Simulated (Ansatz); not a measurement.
# Rhodium, fcc under revPBE: from relaxation to bulk modulus, part 1 of 2

The plan for rhodium in the fcc structure: relax it, solve it on a dense k-mesh, switch on spin-orbit coupling, then scale the cell to 7 volumes from 88 to 112 % of the relaxed one and try a fit of the equation of state. The k-meshes are 14×14×14 for the relaxation; 23×23×23 for the dense run; 14×14×14 for spin-orbit coupling; 23×23×23 for the volumes. It starts from a deposited cell (COD).

Computed with Ansatz 0.2.0 (DFT revPBE, plane waves (420 eV) with PAW, scalar-relativistic; the PAW data stem from PBE, with regenerated cores, unless a step says otherwise).

## 1. The structure to begin with

Symmetry: Fm-3m, No. 225, cubic system. Conventional cell: a = 3.803 Å, b = 3.803 Å, c = 3.803 Å, α = 90.00°, β = 90.00°, γ = 90.00°. Rh (site symmetry m-3m) is surrounded by 12 Rh at 2.69 Å.

Coordinates:

```
CELL_PARAMETERS angstrom
0.00000 1.90155 1.90155
1.90155 0.00000 1.90155
1.90155 1.90155 0.00000
ATOMIC_POSITIONS crystal
Rh 0.00000 0.00000 0.00000
```

## 2. Relaxing cell and atoms

Contents of input.yaml:

```yaml
crystal:
  lattice:
    - [0.0, 1.90155, 1.90155]
    - [1.90155, 0.0, 1.90155]
    - [1.90155, 1.90155, 0.0]
  atoms:
    - { symbol: Rh, position: [0.0, 0.0, 0.0] }
hamiltonian:
  xc: revpbe
  pseudopotentials:
    kind: paw
    azcp:
      Rh: "pseudopotentials/Rh.paw.azcp"
basis:
  ecutwfc: 420
  fft_grid_basis: typed
kpoints:
  mp_grid: { grid: [14, 14, 14], shift: [0, 0, 0] }
magnetization:
  spin_polarized: false
scf:
  occupations: { method: fermi_dirac, width: 0.1 }
relax:
  max_steps: 60
  f_tol: 0.01
  cell: {}
```

The program printed:

```text
Warning: RAYON_NUM_THREADS=4 ignored (pool sized by the plan → 4); use --threads N
Engine: ansatz 0.2.0, aarch64-unknown-linux-gnu
Pseudopotentials: kind: paw
Pseudopotential: Rh, paw, valence charge 17, recommended cutoff 420 eV (normal), <dir>
Functional definition: revPBE
  parameter kappa = 1.245
  parameter beta = 0.06672455060314922
  exchange = pbe_x(kappa = kappa, mu = beta*pi^2/3)
  correlation = pbe_c(beta = beta)
Crystal: 1 atoms, lattice volume = 13.752 Å³
Basis set: ecut = 420 eV, 283 PW (Γ), exchange–correlation on 36×36×36 points (8 copies of the dense FFT grid, shifted against one another)
Bands: 13, of which v1, the nominal top of the filled ones, is band 9 counted from 1 (8 counted from 0)
Symmetry: 48 space group operations
Space group: Fm-3m (ITA 225), of the structure as read, at distance tolerance 2.4e-5 Å
k-points: 104 of 2744
Non-local potential: Rh, projectors of the file, l = 0: 3, l = 1: 2, l = 2: 2, l = 3: 1
PAW form: soft (Blöchl's): semilocal exchange-correlation on the pseudo side does not see the compensation charge
PAW frozen core: Rh, regenerated for the run's functional, and the local potential with it (the file was generated under x = pbe(κ = 0.804, μ = 0.2195149727645171), c = pbe(β = 0.06672455060314922))
PAW one-centre angular grid: Rh, 590 points (default); XC on 64 Gauss nodes
Initial density: superposition of atomic densities (neutral atoms: chi_scale 0, normalization atom), corrected by the library's trained network
Initial wavefunctions: pseudopotential atomic-orbital guess
Functional: x = revpbe(κ = 1.245, μ = 0.2195149727645171), c = pbe(β = 0.06672455060314922)
SCF iter   1: F=—  HF=-6408.222988 eV  |F-HF|=—  |Δ(HF+E_count)|=         —  Δρ=5.22e-3  dr2=2.69e-3  ethr=1.77e-3  ⟨swp⟩=4.9  Hψ=7409  notcnv=0
preconditioner: auto → none  [metal: Δε(μ)=0.036 eV  Ē_g=14.041 eV  σ=0.100 eV  W_gap=0.09  n_scr=0 (ndim 8)  ℏωp=30.0 eV  f_vac=0.000  D(μ)=1.27/eV (n_scr^D=14)]
SCF iter   2: F=—  HF=-6408.222530 eV  |F-HF|=—  |Δ(HF+E_count)|=   4.58e-4  Δρ=2.40e-3  dr2=3.45e-4  ethr=1.58e-5  ⟨swp⟩=2.6  Hψ=2882  notcnv=0
SCF iter   3: F=—  HF=-6408.222462 eV  |F-HF|=—  |Δ(HF+E_count)|=   6.79e-5  Δρ=1.12e-3  dr2=3.16e-5  ethr=2.03e-6  ⟨swp⟩=2.5  Hψ=2052  notcnv=0
SCF iter   4: F=—  HF=-6408.222486 eV  |F-HF|=—  |Δ(HF+E_count)|=   2.42e-5  Δρ=1.05e-4  dr2=3.52e-7  ethr=1.86e-7  ⟨swp⟩=2.1  Hψ=2176  notcnv=0
iter 5 did not close the SCF: its close was put off for the readings that it lacked (scf_convergence_deferred on its scf_iter line)
SCF iter   5: F=-6408.222487 eV  HF=-6408.222487 eV  |F-HF|=1.05e-9  |Δ(HF+E_count)|=   5.10e-7  Δρ=8.84e-6  dr2=2.33e-9  ethr=2.07e-9  ⟨swp⟩=2.0  Hψ=1836  notcnv=0
SCF iter   6: F=-6408.222487 eV  HF=-6408.222487 eV  |F-HF|=3.91e-11  |Δ(HF+E_count)|=   1.46e-9  Δρ=1.36e-6  dr2=6.32e-11  ethr=1.37e-11  ⟨swp⟩=1.7  Hψ=4281  notcnv=0
SCF 1 converged in 6 iterations: F = -6408.222487 eV  dr2 = 6.32e-11
relax step   1: F+E_penalty+E_count = -6408.22248683 eV  Δ(F+E_penalty+E_count) = +0.000e0 eV  max|allowed force component| = 0.000e0 eV/Å  Δτ_max = 0.0000 Å  P = +9.521 GPa  Ω = 13.752 Å³  (6 SCF iters, dr2 threshold 1.00e-7 eV, accepted)
Crystal: 1 atoms, lattice volume = 14.628 Å³
Initial density: handed on by an earlier stage of this run
Initial wavefunctions: those handed on with the density
iter 1 solved again at ethr=3.23e-5 eV; its pass at ethr=3.10e-3 eV (dr2=5.50e-3 eV) is discarded
SCF iter   1: F=—  HF=-6408.230575 eV  |F-HF|=—  |Δ(HF+E_count)|=         —  Δρ=6.35e-3  dr2=5.62e-3  ethr=3.23e-5  ⟨swp⟩=1.0  Hψ=9687  notcnv=0
preconditioner: auto → none  [metal: Δε(μ)=0.035 eV  Ē_g=13.382 eV  σ=0.100 eV  W_gap=0.09  n_scr=0 (ndim 8)  ℏωp=29.1 eV  f_vac=0.000  D(μ)=1.43/eV (n_scr^D=14)]
SCF iter   2: F=—  HF=-6408.229526 eV  |F-HF|=—  |Δ(HF+E_count)|=   1.05e-3  Δρ=3.22e-3  dr2=7.56e-4  ethr=3.23e-5  ⟨swp⟩=2.3  Hψ=1950  notcnv=0
SCF iter   3: F=—  HF=-6408.229364 eV  |F-HF|=—  |Δ(HF+E_count)|=   1.61e-4  Δρ=1.25e-3  dr2=7.83e-5  ethr=4.45e-6  ⟨swp⟩=2.6  Hψ=2049  notcnv=0
SCF iter   4: F=—  HF=-6408.229390 eV  |F-HF|=—  |Δ(HF+E_count)|=   2.57e-5  Δρ=1.03e-4  dr2=3.99e-7  ethr=4.61e-7  ⟨swp⟩=1.1  Hψ=1416  notcnv=0
SCF iter   5: F=-6408.229391 eV  HF=-6408.229391 eV  |F-HF|=7.12e-10  |Δ(HF+E_count)|=   5.93e-7  Δρ=1.30e-5  dr2=4.44e-9  ethr=5.88e-10  ⟨swp⟩=4.0  Hψ=4519  notcnv=0
SCF 2 converged in 5 iterations: F = -6408.229391 eV  dr2 = 4.44e-9
relax step   2: F+E_penalty+E_count = -6408.22939072 eV  Δ(F+E_penalty+E_count) = -6.904e-3 eV  max|allowed force component| = 0.000e0 eV/Å  Δτ_max = 0.0000 Å  P = -5.773 GPa  Ω = 14.628 Å³  energy of the carried Pulay correction = -6.947e-4 eV  (5 SCF iters, dr2 threshold 1.00e-7 eV, accepted)
Crystal: 1 atoms, lattice volume = 14.285 Å³
iter 1 solved again at ethr=5.69e-6 eV; its pass at ethr=3.10e-3 eV (dr2=9.67e-4 eV) is discarded
SCF iter   1: F=—  HF=-6408.236674 eV  |F-HF|=—  |Δ(HF+E_count)|=         —  Δρ=2.51e-3  dr2=8.50e-4  ethr=5.69e-6  ⟨swp⟩=1.4  Hψ=9112  notcnv=0
preconditioner: auto → none  [metal: Δε(μ)=0.029 eV  Ē_g=13.610 eV  σ=0.100 eV  W_gap=0.07  n_scr=0 (ndim 8)  ℏωp=29.5 eV  f_vac=0.000  D(μ)=1.36/eV (n_scr^D=14)]
SCF iter   2: F=—  HF=-6408.236506 eV  |F-HF|=—  |Δ(HF+E_count)|=   1.68e-4  Δρ=1.22e-3  dr2=1.05e-4  ethr=5.00e-6  ⟨swp⟩=2.2  Hψ=1924  notcnv=0
SCF iter   3: F=—  HF=-6408.236481 eV  |F-HF|=—  |Δ(HF+E_count)|=   2.51e-5  Δρ=4.75e-4  dr2=1.07e-5  ethr=6.19e-7  ⟨swp⟩=2.6  Hψ=2027  notcnv=0
SCF iter   4: F=—  HF=-6408.236487 eV  |F-HF|=—  |Δ(HF+E_count)|=   6.89e-6  Δρ=3.75e-5  dr2=4.52e-8  ethr=5.88e-10  ⟨swp⟩=3.5  Hψ=5030  notcnv=0
SCF iter   5: F=-6408.236487 eV  HF=-6408.236487 eV  |F-HF|=2.73e-11  |Δ(HF+E_count)|=   4.98e-8  Δρ=2.12e-6  dr2=1.44e-10  ethr=2.66e-10  ⟨swp⟩=1.5  Hψ=4071  notcnv=0
SCF 3 converged in 5 iterations: F = -6408.236487 eV  dr2 = 1.44e-10
relax step   3: F+E_penalty+E_count = -6408.23648748 eV  Δ(F+E_penalty+E_count) = -7.097e-3 eV  max|allowed force component| = 0.000e0 eV/Å  Δτ_max = 0.0000 Å  P = -0.461 GPa  Ω = 14.285 Å³  energy of the carried Pulay correction = -4.275e-4 eV  (5 SCF iters, dr2 threshold 1.00e-7 eV, accepted)
Crystal: 1 atoms, lattice volume = 14.255 Å³
iter 1 solved again at ethr=3.40e-8 eV; its pass at ethr=3.10e-3 eV (dr2=5.77e-6 eV) is discarded
SCF iter   1: F=—  HF=-6408.236548 eV  |F-HF|=—  |Δ(HF+E_count)|=         —  Δρ=2.11e-4  dr2=5.95e-6  ethr=3.40e-8  ⟨swp⟩=2.0  Hψ=8741  notcnv=0
preconditioner: auto → none  [metal: Δε(μ)=0.031 eV  Ē_g=13.638 eV  σ=0.100 eV  W_gap=0.08  n_scr=0 (ndim 8)  ℏωp=29.5 eV  f_vac=0.000  D(μ)=1.36/eV (n_scr^D=14)]
SCF iter   2: F=—  HF=-6408.236550 eV  |F-HF|=—  |Δ(HF+E_count)|=   2.30e-6  Δρ=1.05e-4  dr2=7.52e-7  ethr=3.40e-8  ⟨swp⟩=2.3  Hψ=1949  notcnv=0
SCF iter   3: F=-6408.236550 eV  HF=-6408.236550 eV  |F-HF|=2.28e-8  |Δ(HF+E_count)|=   1.62e-7  Δρ=4.10e-5  dr2=7.99e-8  ethr=5.88e-10  ⟨swp⟩=4.0  Hψ=4512  notcnv=0
SCF 4 converged in 3 iterations: F = -6408.236550 eV  dr2 = 7.99e-8
relax step   4: F+E_penalty+E_count = -6408.23654995 eV  Δ(F+E_penalty+E_count) = -6.247e-5 eV  max|allowed force component| = 0.000e0 eV/Å  Δτ_max = 0.0000 Å  P = +0.026 GPa  Ω = 14.255 Å³  energy of the carried Pulay correction = -4.046e-4 eV  (3 SCF iters, dr2 threshold 1.00e-7 eV, accepted)
Basis set: ecut = 420 eV, 283 PW (Γ), exchange–correlation on 40×40×40 points (8 copies of the dense FFT grid, shifted against one another)
Initial wavefunctions: pseudopotential atomic-orbital guess (no wavefunctions were taken with the density)
iter 1 solved again at ethr=1.96e-8 eV; its pass at ethr=3.10e-3 eV (dr2=3.33e-6 eV) is discarded
SCF iter   1: F=—  HF=-6408.236824 eV  |F-HF|=—  |Δ(HF+E_count)|=         —  Δρ=5.98e-4  dr2=1.30e-6  ethr=1.96e-8  ⟨swp⟩=2.9  Hψ=11099  notcnv=0
SCF iter   2: F=—  HF=-6408.236914 eV  |F-HF|=—  |Δ(HF+E_count)|=   8.98e-5  Δρ=2.99e-4  dr2=3.17e-7  ethr=7.66e-9  ⟨swp⟩=1.0  Hψ=1362  notcnv=0
SCF iter   3: F=—  HF=-6408.236944 eV  |F-HF|=—  |Δ(HF+E_count)|=   3.03e-5  Δρ=3.10e-5  dr2=8.60e-8  ethr=1.87e-9  ⟨swp⟩=2.2  Hψ=1732  notcnv=0
SCF iter   4: F=—  HF=-6408.236944 eV  |F-HF|=—  |Δ(HF+E_count)|=   8.63e-8  Δρ=3.27e-6  dr2=4.57e-10  ethr=5.06e-10  ⟨swp⟩=2.4  Hψ=2006  notcnv=0
SCF iter   5: F=—  HF=-6408.236944 eV  |F-HF|=—  |Δ(HF+E_count)|=  8.91e-11  Δρ=4.68e-7  dr2=1.04e-11  ethr=2.69e-12  ⟨swp⟩=2.5  Hψ=2236  notcnv=0
SCF iter   6: F=-6408.236944 eV  HF=-6408.236944 eV  |F-HF|=0.00e0  |Δ(HF+E_count)|=  9.09e-12  Δρ=4.24e-8  dr2=3.89e-14  ethr=1.00e-12  ⟨swp⟩=4.7  Hψ=4732  notcnv=0
SCF 5 converged in 6 iterations: F = -6408.236944 eV  dr2 = 3.89e-14
relax step   5: F+E_penalty+E_count = -6408.23694400 eV  Δ(F+E_penalty+E_count) = -3.940e-4 eV  max|allowed force component| = 0.000e0 eV/Å  Δτ_max = 0.0000 Å  P = +0.011 GPa  Ω = 14.255 Å³  stress off target by 1.11e-2 GPa  SCF on the basis re-selected at this cell (its energy is not comparable with the rows above)  (6 SCF iters)
basis re-selected at this cell: Δ(F+E_penalty+E_count) = -3.940e-4 eV, ΔP = -0.015 GPa vs the last step (what re-selecting the basis moved, of the pressure what is left beyond the Pulay correction that the steps carried, after the strain that the cell walked since its last selection, with what the two solves' SCF thresholds leave and, on support functions, any second-order correction that the steps lacked; it is no measure of the basis error at this ecutwfc). The dense FFT grid was sized anew with the basis: this SCF ran on 20×20×20 points, the steps before it on 18×18×18, so part of this shift can come from that change (see relax.cell in the input reference). This SCF's stress stands 1.11e-2 GPa from its target on what of the cell is left free (relax.cell.stress_tol is 5.00e-2 GPa) and its largest allowed force component is 0.00e0 eV/Å (relax.f_tol is 1.00e-2 eV/Å): within both
SCF converged after 6 iterations
Free energy (F): -6408.236944 eV
Harris-Foulkes:  -6408.236944 eV  (|F-HF|=0.00e0)
Internal energy: -6408.190804 eV  (E = F + TS)
E sigma→0 (E₀):  -6408.213874 eV
Entropy (-TS):   -0.046140 eV (-46.140 meV/atom)
Fermi energy:    21.432838 eV
--- Per-component energies (eV) ---
  E_band       = -99.019004
  E_kinetic    = 572.478227
  E_local      = -1607.607253  (includes V_loc(G=0)·N_el)
  E_nonlocal   = 354.023053
  E_hartree    = 565.400667
  E_xc         = -221.739285
  E_vxc        = -278.097394  (∫ρ·V_xc dr)
  E_paw        = -3592.116896  (= ΣΔE_a)
  E_vpaw       = -270.617846  (= ΣTr[D̂ρ^β])
  E_aug_tail   = 0.000875  (compensation charges beyond the density's cutoff)
  E_ewald      = -2478.555329
  E_core_change = -0.074863  (= ΣΔE_core)
  E_smearing   = -0.046140  (= −TS)
  E_closure    = -0.000000  (closes the sum)
  Σ components = -6408.236944   (vs F -6408.236944, Δ=0.00e0)
--- Forces (eV/Å), atoms counted from 1 ---
  atom   1  Rh    -0.00000000     0.00000000     0.00000000
  max |Σ_I F_I| component: 4.93e-32 eV/Å
--- Stress (GPa, compression-positive) ---
        0.011055      -0.000000      -0.000000
       -0.000000       0.011055      -0.000000
       -0.000000      -0.000000       0.011055
  P = ⅓ Tr σ = 0.0111 GPa (0.111 kbar)
--- Relaxed structure (4 steps of the walk, 4 accepted, 1 SCFs on fresh bases) ---
  F+E_penalty+E_count = -6408.23694400 eV   max|allowed force component| = 0.000e0 eV/Å   (the final SCF, on the basis selected at the relaxed cell)
  cell:  # Å, volume = 14.2555 Å³
    - [5.09537203289559e-35, 1.9244973107221135, 1.9244973107221135]
    - [1.9244973107221135, -3.948913325494082e-34, 1.9244973107221135]
    - [1.9244973107221135, 1.9244973107221135, 3.1846075205597437e-34]
  atoms:
    - { symbol: Rh, position: [0.0, 0.0, 0.0] }
```

Run time: 2.7 s. Hardware: 4 threads of an Arm CPU, shared host; peak memory 0.28 GiB.

Relaxation path:

```csv
step,energy change (meV/atom),largest force (eV/Å),pressure (GPa),volume (Å³/atom)
1,0.00,0.0000,9.52,13.752
2,-6.90,0.0000,-5.77,14.628
3,-14.00,0.0000,-0.46,14.285
4,-14.06,0.0000,0.03,14.255
5,-14.46,0.0000,0.01,14.255
```

Steps that repeat a cell are solved on a basis chosen anew, so their changes of energy are no gain of the relaxation.

Changes in the cell that was computed:

|  | before | after | change |
| --- | --- | --- | --- |
| a (Å) | 2.689 | 2.722 | +1.2 % |
| b (Å) | 2.689 | 2.722 | +1.2 % |
| c (Å) | 2.689 | 2.722 | +1.2 % |
| volume (Å³/atom) | 13.752 | 14.255 | +3.7 % |
| shortest distance (Å) | 2.689 | 2.722 | +1.2 % |
| space group (spins left aside) | Fm-3m | Fm-3m | same |

## 3. Single point on a dense mesh

Contents of input.yaml:

```yaml
crystal:
  lattice:
    - [0.0, 1.9244973107, 1.9244973107]
    - [1.9244973107, 0.0, 1.9244973107]
    - [1.9244973107, 1.9244973107, 0.0]
  atoms:
    - { symbol: Rh, position: [0.0, 0.0, 0.0] }
hamiltonian:
  xc: revpbe
  pseudopotentials:
    kind: paw
    azcp:
      Rh: "pseudopotentials/Rh.paw.azcp"
basis:
  ecutwfc: 420
  fft_grid_basis: typed
kpoints:
  mp_grid: { grid: [23, 23, 23], shift: [0, 0, 0] }
magnetization:
  spin_polarized: false
scf:
  occupations: { method: fermi_dirac, width: 0.1 }
```

The program printed, cut to the lines that bear on the results:

```text
Warning: RAYON_NUM_THREADS=4 ignored (pool sized by the plan → 4); use --threads N
[...]
[... 3 set-up lines as earlier in the session ...]
[...]
Crystal: 1 atoms, lattice volume = 14.255 Å³
Basis set: ecut = 420 eV, 283 PW (Γ)
Bands: 13, of which v1, the nominal top of the filled ones, is band 9 counted from 1 (8 counted from 0)
[... 2 set-up lines as earlier in the session ...]
k-points: 364 of 12167
[...]
SCF iter   1: F=—  HF=-6408.237967 eV  |F-HF|=—  |Δ(HF+E_count)|=         —  Δρ=4.50e-3  dr2=1.93e-3  ethr=1.77e-3  ⟨swp⟩=4.9  Hψ=26112  notcnv=0
[...]
SCF iter   6: F=-6408.237532 eV  HF=-6408.237532 eV  |F-HF|=3.00e-11  |Δ(HF+E_count)|=  4.59e-10  Δρ=1.06e-6  dr2=3.65e-11  ethr=2.66e-11  ⟨swp⟩=1.0  Hψ=14249  notcnv=0
[...]
SCF converged after 6 iterations
Free energy (F): -6408.237532 eV
[...]
E sigma→0 (E₀):  -6408.213750 eV
Entropy (-TS):   -0.047564 eV (-47.564 meV/atom)
Fermi energy:    21.426715 eV
[...]
```

It took 1.6 s on 4 threads of an Arm CPU, shared host; peak memory 0.32 GiB.

## 4. A two-component run at the same geometry

input.yaml: that of step 3 with these lines changed.

```diff
@@ -10,3 +10,3 @@
   pseudopotentials:
-    kind: paw
+    kind: paw_fr
     azcp:
@@ -17,5 +17,6 @@
 kpoints:
-  mp_grid: { grid: [23, 23, 23], shift: [0, 0, 0] }
+  mp_grid: { grid: [14, 14, 14], shift: [0, 0, 0] }
 magnetization:
-  spin_polarized: false
+  noncollinear: true
+  spin_orbit: true
 scf:
```

The program printed, cut to the lines that bear on the results:

```text
Warning: RAYON_NUM_THREADS=4 ignored (pool sized by the plan → 4); use --threads N
[...]
Pseudopotentials: kind: paw_fr
Pseudopotential: Rh, paw_fr, valence charge 17, recommended cutoff 420 eV (normal), <dir>
[... 1 set-up line as earlier in the session ...]
[...]
non-collinear run that drives no moment, with spin-orbit: no starting moment large enough to seed its density (crystal.atoms[].spin), no starting occupations that ask for one, no magnetisation constraint and no magnetic field, so the semilocal B_xc is pinned to zero
Crystal: 1 atoms, lattice volume = 14.255 Å³
Basis set: ecut = 420 eV, 283 PW (Γ)
Bands: 26, of which v1, the nominal top of the filled ones, is band 17 counted from 1 (16 counted from 0)
Symmetry: 48 space group operations + 48 with time reversal
Magnetic group: BNS 225.117 (UNI 1619), of the structure as read, at distance tolerance 2.4e-5 Å
k-points: 104 of 2744
Projection manifold: j_resolved (fully-relativistic pseudo-atomic orbitals)
[...]
SCF iter   1: F=—  HF=-6410.495467 eV  |F-HF|=—  |Δ(HF+E_count)|=         —  Δρ=1.10e-1  dr2=1.61e0  dr2_m=0.00e0 (ungated)  ethr=3.10e-3  |M|=0.00e0 ∫|m|=0.00e0 μB  |m|>n=0.0e0 m-floor=0.0e0 τ_xc=0.0e0  β_m=0.30  ⟨swp⟩=6.5  Hψ=6677  notcnv=0  defer=58
[...]
SCF iter   7: F=-6410.045749 eV  HF=-6410.045749 eV  |F-HF|=1.91e-11  |Δ(HF+E_count)|=   2.30e-9  Δρ=1.30e-6  dr2=9.83e-11  dr2_m=0.00e0 (ungated)  ethr=1.89e-11  |M|=0.00e0 ∫|m|=0.00e0 μB  |m|>n=0.0e0 m-floor=0.0e0 τ_xc=0.0e0  ⟨swp⟩=1.0  Hψ=3843  notcnv=0
[...]
SCF converged after 7 iterations
Magnetization: |M| = 0.0000 μB,  M = (+0.0000, +0.0000, +0.0000) μB
Absolute magnetization: 0.0000 μB (∫|m|)
  site 0: m = (+0.0000, +0.0000, +0.0000) μB, |m| = 0.0000 μB  (R = 1.12 Å)
Free energy (F): -6410.045749 eV
[...]
E sigma→0 (E₀):  -6410.022635 eV
Entropy (-TS):   -0.046226 eV (-46.226 meV/atom)
Fermi energy:    21.442647 eV
[...]
```

It took 2.4 s on 4 threads of an Arm CPU, shared host; peak memory 0.37 GiB.

Side by side:

```csv
,scalar-relativistic,with spin-orbit coupling
k-mesh,23×23×23,14×14×14
gap on the mesh,none (levels filled in part),none (levels filled in part)
```

The meshes differ, so small differences between the columns need not come from spin-orbit coupling.

## 5. At 88 % of the relaxed volume

Contents of input.yaml:

```yaml
crystal:
  lattice:
    - [0.0, 1.8442149259, 1.8442149259]
    - [1.8442149259, 0.0, 1.8442149259]
    - [1.8442149259, 1.8442149259, 0.0]
  atoms:
    - { symbol: Rh, position: [0.0, 0.0, 0.0] }
hamiltonian:
  xc: revpbe
  pseudopotentials:
    kind: paw
    azcp:
      Rh: "pseudopotentials/Rh.paw.azcp"
basis:
  ecutwfc: 420
  fft_grid_basis: typed
kpoints:
  mp_grid: { grid: [23, 23, 23], shift: [0, 0, 0] }
magnetization:
  spin_polarized: false
scf:
  occupations: { method: fermi_dirac, width: 0.1 }
output:
  stress: true
```

The program printed, cut to the lines that bear on the results:

```text
Warning: RAYON_NUM_THREADS=4 ignored (pool sized by the plan → 4); use --threads N
[...]
[... 3 set-up lines as earlier in the session ...]
[...]
Crystal: 1 atoms, lattice volume = 12.545 Å³
Basis set: ecut = 420 eV, 259 PW (Γ)
Bands: 13, of which v1, the nominal top of the filled ones, is band 9 counted from 1 (8 counted from 0)
[... 1 set-up line as earlier in the session ...]
Space group: Fm-3m (ITA 225), of the structure as read, at distance tolerance 2.3e-5 Å
k-points: 364 of 12167
[...]
SCF iter   1: F=—  HF=-6408.036676 eV  |F-HF|=—  |Δ(HF+E_count)|=         —  Δρ=4.97e-3  dr2=1.84e-3  ethr=1.77e-3  ⟨swp⟩=5.0  Hψ=26279  notcnv=0
[...]
SCF iter   6: F=-6408.036723 eV  HF=-6408.036723 eV  |F-HF|=1.00e-11  |Δ(HF+E_count)|=   1.27e-8  Δρ=9.84e-7  dr2=2.38e-11  ethr=3.51e-11  ⟨swp⟩=1.7  Hψ=14319  notcnv=0
[...]
SCF converged after 6 iterations
Free energy (F): -6408.036723 eV
[...]
E sigma→0 (E₀):  -6408.017909 eV
Entropy (-TS):   -0.037629 eV (-37.629 meV/atom)
Fermi energy:    25.205556 eV
[...]
--- Stress (GPa, compression-positive) ---
       42.899496       0.000000      -0.000000
        0.000000      42.899496      -0.000000
        0.000000       0.000000      42.899496
  P = ⅓ Tr σ = 42.8995 GPa (428.995 kbar)
```

Wall time 1.7 s (4 threads of an Arm CPU, shared host); peak memory 0.33 GiB.

## 6. At 92 % of the relaxed volume

input.yaml: that of step 5 with these lines changed.

```diff
@@ -2,5 +2,5 @@
   lattice:
-    - [0.0, 1.8442149259, 1.8442149259]
-    - [1.8442149259, 0.0, 1.8442149259]
-    - [1.8442149259, 1.8442149259, 0.0]
+    - [0.0, 1.8717445805, 1.8717445805]
+    - [1.8717445805, 0.0, 1.8717445805]
+    - [1.8717445805, 1.8717445805, 0.0]
   atoms:
```

The program printed, cut to the lines that bear on the results:

```text
Warning: RAYON_NUM_THREADS=4 ignored (pool sized by the plan → 4); use --threads N
[...]
[... 3 set-up lines as earlier in the session ...]
[...]
Crystal: 1 atoms, lattice volume = 13.115 Å³
Basis set: ecut = 420 eV, 259 PW (Γ)
Bands: 13, of which v1, the nominal top of the filled ones, is band 9 counted from 1 (8 counted from 0)
[... 2 set-up lines as earlier in the session ...]
k-points: 364 of 12167
[...]
SCF iter   1: F=—  HF=-6408.156276 eV  |F-HF|=—  |Δ(HF+E_count)|=         —  Δρ=4.94e-3  dr2=2.05e-3  ethr=1.77e-3  ⟨swp⟩=4.9  Hψ=26279  notcnv=0
[...]
SCF iter   6: F=-6408.156140 eV  HF=-6408.156140 eV  |F-HF|=1.91e-11  |Δ(HF+E_count)|=   2.69e-9  Δρ=1.15e-6  dr2=5.26e-11  ethr=1.28e-11  ⟨swp⟩=1.3  Hψ=14173  notcnv=0
[...]
SCF converged after 6 iterations
Free energy (F): -6408.156140 eV
[...]
E sigma→0 (E₀):  -6408.135745 eV
Entropy (-TS):   -0.040788 eV (-40.788 meV/atom)
Fermi energy:    23.835965 eV
[...]
--- Stress (GPa, compression-positive) ---
       24.943099       0.000000       0.000000
        0.000000      24.943099       0.000000
       -0.000000      -0.000000      24.943099
  P = ⅓ Tr σ = 24.9431 GPa (249.431 kbar)
```

It took 1.7 s on 4 threads of an Arm CPU, shared host; peak memory 0.33 GiB.

(Continued in part 2 of 2.)
